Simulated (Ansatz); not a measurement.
**Ga2O3: the cell at several levels of theory**

The task here is to estimate one member of a computed series from the others.

Code: Ansatz 0.2.0. PAW datasets, plane waves, zero pressure. Spin-unpolarised throughout. Whether this structure exists isn't addressed.

### The system as given

This is the cell as the run starts from it, not yet at rest; its lengths are not the crystal's.

It is trigonal, P-3m1 (No. 164); conventional cell a = 3.153 Å, c = 4.918 Å, 8.47 Å³ an atom. Near Ga stand 7 O at 1.90–2.18 Å; near O stand 6 Ga at 2.18 Å; near O stand 4 Ga at 1.90–1.97 Å.

Structure file:

```
Ga O
1.0
     3.15287    0.00000    0.00000
    -1.57644    2.73047    0.00000
     0.00000    0.00000    4.91848
Ga O
2 3
Direct
  0.33333 0.66667 0.24500
  0.66667 0.33333 0.75500
  0.00000 0.00000 0.00000
  0.33333 0.66667 0.64500
  0.66667 0.33333 0.35500
```

The first run:

input.yaml reads:

```yaml
crystal:
  lattice:
    - [3.1528727, 0.0, 0.0]
    - [-1.57643635, 2.7304678531, 0.0]
    - [0.0, 0.0, 4.918481412]
  atoms:
    - { symbol: Ga, position: [0.3333333333, 0.6666666667, 0.245] }
    - { symbol: Ga, position: [0.6666666667, 0.3333333333, 0.755] }
    - { symbol: O, position: [0.0, 0.0, 0.0] }
    - { symbol: O, position: [0.3333333333, 0.6666666667, 0.645] }
    - { symbol: O, position: [0.6666666667, 0.3333333333, 0.355] }
kpoints:
  mp_grid: { grid: [12, 12, 6] }
hamiltonian:
  xc: pbe
scf:
  occupations: { method: fermi_dirac, width: 0.02 }
relax:
  f_tol: 0.005
  cell: {}
```

On the command line:

```sh
> ansatz run input.yaml --threads 2 --pin off --max-ram 20275MiB --backend cpu --events-out ev --progress --plain --runs-dir out
```

Steps of the session up to this table: Relaxation with PBE; Relaxation with r2SCAN; Relaxing with PBEsol; Relaxation with LDA.

One of the session's tables, all rows but one given; the rest of the session is left out.

| level | a (Å) | c (Å) | volume (Å³/atom) |
| --- | --- | --- | --- |
| PBE | 3.025 | 7.506 | 11.893 |
| r2SCAN | ? | ? | ? |
| PBEsol | 2.993 | 6.996 | 10.853 |
| LDA | 2.971 | 6.595 | 10.086 |

Estimate the missing values for r2SCAN.

**Answer.** a (Å): 2.991; c (Å): 6.846; volume (Å³/atom): 10.607. In the column «a (Å)» it lies between LDA (2.971) and PBEsol (2.993).

The first relaxation changed the volume by +40.4 % from the start. The volume runs from LDA (least) to PBE (most), a spread of 17.9 %, or 5.6 % in length if all axes shared it alike. The meshes differ: PBE 12×12×6, r2SCAN 12×12×4, PBEsol 12×12×4, LDA 12×12×4.
